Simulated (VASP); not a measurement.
# GaP (Cmcm) in VASP: notebook, part 2 of 2

VASP 6.6.1. The steps go on from the part before.

## 3. Relaxation of cell and atoms, PBE, target pressure 30.7 GPa, at which the enthalpy is minimised

This run uses another cell than the first one, of 13.43 Å³/atom, 1.062 times its volume.

The input, INCAR:

```
ALGO = Normal
EDIFF = 1E-7
EDIFFG = -0.005
ENCUT = 600
GGA = PE
IBRION = 2
ISIF = 3
ISMEAR = 0
KPAR = 4
LASPH = True
LCHARG = False
LREAL = False
LWAVE = False
NELM = 80
NSW = 90
PREC = Accurate
PSTRESS = 307.0
SIGMA = 0.03
```

The input, KPOINTS:

```
k-points
0
Gamma
  8 8 2
```

The input, POSCAR:

```
GaP                                     
1.0
    2.3611261507     -2.5030961733      0.0000000000
    2.3611261507      2.5030961733     -0.0000000000
    0.0000000000     -0.0000000000     13.6361987862
  P               Ga            
     6     6
Direct
     0.6046675939262999    0.3953324060737002    0.0714480950324257
     0.3953324060737002    0.6046675939262999    0.9285519049675743
     0.3953324060737002    0.6046675939262999    0.5714480950324257
     0.6046675939262999    0.3953324060737002    0.4285519049675743
     0.8935294071082107    0.1064705928917893    0.2500000000000000
     0.1064705928917893    0.8935294071082107    0.7500000000000000
     0.8994381004651461    0.1005618995348540    0.5913748258488223
     0.1005618995348540    0.8994381004651461    0.4086251741511777
     0.1005618995348540    0.8994381004651461    0.0913748258488223
     0.8994381004651461    0.1005618995348540    0.9086251741511777
     0.4177106482370877    0.5822893517629122    0.2500000000000000
     0.5822893517629122    0.4177106482370877    0.7500000000000000
```

Potentials or basis: VASP PAW PBE potentials, release 64 (P, Ga_d).

The run is started by

```sh
$ cat potpaw_PBE.64/P/POTCAR potpaw_PBE.64/Ga_d/POTCAR > POTCAR
$ mpirun -np 4 vasp_std > vasp.out
```

OUTCAR:

```text
EDIFF = 1E-7
   EDIFFG = -0.005
   ENCUT = 600
   GGA = PE
   IBRION = 2
   ISIF = 3
   ISMEAR = 0
   LASPH = True
   LREAL = False
   NELM = 80
   NSW = 90
   PREC = Accurate
   PSTRESS = 307.0

 ion  position               nearest neighbor table
   1  0.605  0.395  0.071-   2 2.21   9 2.38   9 2.38   9 2.50   9 2.54  11 2.61  10 2.67   5 2.83

   2  0.395  0.605  0.929-   1 2.21  10 2.38  10 2.38  10 2.50  10 2.54  12 2.61   9 2.67   6 2.83

   3  0.395  0.605  0.571-   4 2.21   7 2.38   7 2.38   7 2.50   7 2.54  12 2.61   8 2.67   6 2.83
[... 15 lines left out ...]
  11  0.418  0.582  0.250-   5 2.36   5 2.36   5 2.38   1 2.61   4 2.61   5 2.62   8 2.68   9 2.68

  12  0.582  0.418  0.750-   6 2.36   6 2.36   6 2.38   2 2.61   3 2.61   6 2.62  10 2.68   7 2.68

  LATTYP: Found a base centered orthorhombic cell.
 ALAT       =     4.7222523014
[... 453 lines left out ...]
  ext. energy  EPLUGINS =         0.00000000
  ---------------------------------------------------
  free energy    TOTEN  =       -46.45886937 eV

  energy without entropy =      -46.45803849  energy(sigma->0) =      -46.45845393

 E-fermi :  10.1542     XC(G=0): -12.2207

 val. band max:       10.1249919018   @ k =  -0.3750   0.2500   0.0000
 cond. band min:      10.1641319388   @ k =   0.5000   0.0000   0.0000
 fundamental gap:      0.0391400370
 Fermi energy:        10.1541917056

 k-point     1 :       0.0000    0.0000    0.0000
  band No.  band energies     occupation
      1      -6.1016      2.00000
      2      -5.8426      2.00000
      3      -5.7010      2.00000
      4      -5.6675      2.00000
      5      -5.5286      2.00000
      6      -5.4369      2.00000
[... 1597 lines left out ...]
     63      14.5880      0.00000
     64      14.5880      0.00000

 [... further k-points ...]

------------------------ aborting loop because EDIFF is reached ----------------------------------------

  FORCE on cell =-STRESS in cart. coord.  units (eV):
  Direction    XX          YY          ZZ          XY          YZ          ZX
  --------------------------------------------------------------------------------------
  -------------------------------------------------------------------------------------
  Total       30.8737140     30.8868552     30.8762896      0.0000000      0.0000000      0.0000000
  in kB      306.9477079    307.0783577    306.9733146      0.0000000      0.0000000      0.0000000
  external PRESSURE =      -0.0002066 kB  Pullay stress =     307.0000000 kB
[... 31 lines left out ...]
  energy  without entropy=      -46.4580384887  energy(sigma->0) =      -46.45845393

  enthalpy is  TOTEN    =       -15.5798956521 eV   P V=       30.8789737201

 reached required accuracy - stopping structural energy minimisation
```

CONTCAR:

```text
GaP
   1.00000000000000
     2.3611830947256141   -2.5032849722885406   -0.0000000000000000
     2.3611830947256141    2.5032849722885406    0.0000000000000000
     0.0000000000000000    0.0000000000000000   13.6321737176920852
  P               Ga
     6     6
Direct
     0.6039731731385367    0.3960268268614633    0.0715734180545934
     0.3960268268614633    0.6039731731385367    0.9284265819454066
     0.3960268268614633    0.6039731731385367    0.5715734180545934
     0.6039731731385367    0.3960268268614633    0.4284265819454066
     0.8916851019150615    0.1083148980849383    0.2500000000000000
     0.1083148980849383    0.8916851019150615    0.7500000000000000
     0.9002158065329522    0.0997841934670478    0.5913949589620279
     0.0997841934670478    0.9002158065329522    0.4086050410379720
     0.0997841934670478    0.9002158065329522    0.0913949589620279
     0.9002158065329522    0.0997841934670478    0.9086050410379721
     0.4160766386588902    0.5839233613411100    0.2500000000000000
     0.5839233613411100    0.4160766386588902    0.7500000000000000

  0.00000000E+00  0.00000000E+00  0.00000000E+00
  0.00000000E+00  0.00000000E+00  0.00000000E+00
  0.00000000E+00  0.00000000E+00  0.00000000E+00
  0.00000000E+00  0.00000000E+00  0.00000000E+00
  0.00000000E+00  0.00000000E+00  0.00000000E+00
  0.00000000E+00  0.00000000E+00  0.00000000E+00
  0.00000000E+00  0.00000000E+00  0.00000000E+00
  0.00000000E+00  0.00000000E+00  0.00000000E+00
  0.00000000E+00  0.00000000E+00  0.00000000E+00
  0.00000000E+00  0.00000000E+00  0.00000000E+00
  0.00000000E+00  0.00000000E+00  0.00000000E+00
  0.00000000E+00  0.00000000E+00  0.00000000E+00
```

It took 19 min on 4 MPI ranks of Intel Xeon Platinum 8259CL at 2.50GHz (Skylake/Cascade Lake), shared host; peak memory 0.56 GiB.

What came out:

```
Free energy                                            : -46.4589 eV
Relaxed volume                                         : 13.43 Å³/atom
Relaxed cell                                           : a = 3.441 Å, b = 3.441 Å, c = 13.632 Å, α = 90.00°, β = 90.00°, γ = 93.35°
Space group after relaxing (to 0.05 Å)                 : Cmcm (No. 63)
Energy change on relaxing (the enthalpy is what falls) : +0.5 meV/atom
Ionic steps                                            : 18
Pressure after relaxing                                : 30.7 GPa
Largest force after relaxing                           : 0.004 eV/Å
Band gap on the k mesh                                 : none (metal or under the smearing width)
```

Forces on the atoms (eV/Å):
```
P    0.000 -0.002 -0.002
P    0.000  0.002  0.002
P    0.000  0.002 -0.002
P    0.000 -0.002  0.002
P    0.000 -0.002  0.000
P    0.000  0.002  0.000
Ga   0.000 -0.002  0.001
Ga   0.000  0.002 -0.001
Ga   0.000  0.002  0.001
Ga   0.000 -0.002 -0.001
Ga   0.000  0.004  0.000
Ga   0.000 -0.004  0.000
```

Step by step:
```tsv
step	energy change (eV)	largest force (eV/Å)	pressure (GPa)	volume (Å³)
1	0.0000	0.0094	30.68	161.18
2	0.0085	0.0077	30.74	161.14
3	0.0086	0.0074	30.74	161.14
4	0.0065	0.0067	30.72	161.15
5	0.0001	0.0090	30.67	161.18
6	0.0013	0.0085	30.69	161.18
7	0.0048	0.0081	30.71	161.16
8	0.0118	0.0081	30.74	161.12
9	0.0076	0.0102	30.72	161.14
10	0.0095	0.0081	30.74	161.13
11	0.0084	0.0095	30.72	161.14
12	0.0083	0.0082	30.72	161.14
13	0.0080	0.0072	30.72	161.14
14	0.0075	0.0065	30.71	161.14
15	0.0059	0.0064	30.70	161.15
16	0.0044	0.0054	30.69	161.16
17	0.0040	0.0050	30.69	161.16
18	0.0058	0.0036	30.70	161.15
```

Final structure:
```xyz
12
Lattice="2.3612 -2.5033 0.0000 2.3612 2.5033 0.0000 0.0000 0.0000 13.6322" Properties=species:S:1:pos:R:3 pbc="T T T"
P     2.3612   -0.5205    0.9757
P     2.3612    0.5205   12.6565
P     2.3612    0.5205    7.7918
P     2.3612   -0.5205    5.8404
P     2.3612   -1.9610    3.4080
P     2.3612    1.9610   10.2241
Ga    2.3612   -2.0037    8.0620
Ga    2.3612    2.0037    5.5702
Ga    2.3612    2.0037    1.2459
Ga    2.3612   -2.0037   12.3863
Ga    2.3612    0.4202    3.4080
Ga    2.3612   -0.4202   10.2241
```

Levels at points of the mesh, in eV from the Fermi level:
| k point | band 50 | band 51 | band 52 | band 53 | band 54 | band 55 | band 56 | band 57 | band 58 | band 59 |
| --- | --- | --- | --- | --- | --- | --- | --- | --- | --- | --- |
| (0.00, 0.00, 0.00) | -2.64 | -2.58 | -1.06 | -0.96 | -0.80 | -0.20 | -0.14 | 1.76 | 2.11 | 2.56 |
| (0.50, 0.00, 0.00) | -1.05 | -0.99 | -0.98 | 0.01 | 0.07 | 0.76 | 0.87 | 1.41 | 1.56 | 1.69 |
| (0.50, 0.50, 0.00) | -5.03 | -3.78 | -3.71 | -3.63 | -3.32 | -2.61 | -1.85 | -0.95 | 0.50 | 1.81 |
| (0.00, 0.00, 0.50) | -2.59 | -1.85 | -1.85 | -1.51 | -1.51 | 0.56 | 0.56 | 1.54 | 1.54 | 2.62 |
| (0.50, 0.00, 0.50) | -1.38 | -1.03 | -1.03 | 0.48 | 0.48 | 1.07 | 1.07 | 1.60 | 1.60 | 2.40 |
| (0.50, 0.50, 0.50) | -4.82 | -4.43 | -4.43 | -3.97 | -3.97 | -1.32 | -1.32 | 0.01 | 0.01 | 0.55 |

Caveat: the cell is relaxed towards a set pressure, so the enthalpy falls and the energy may rise.
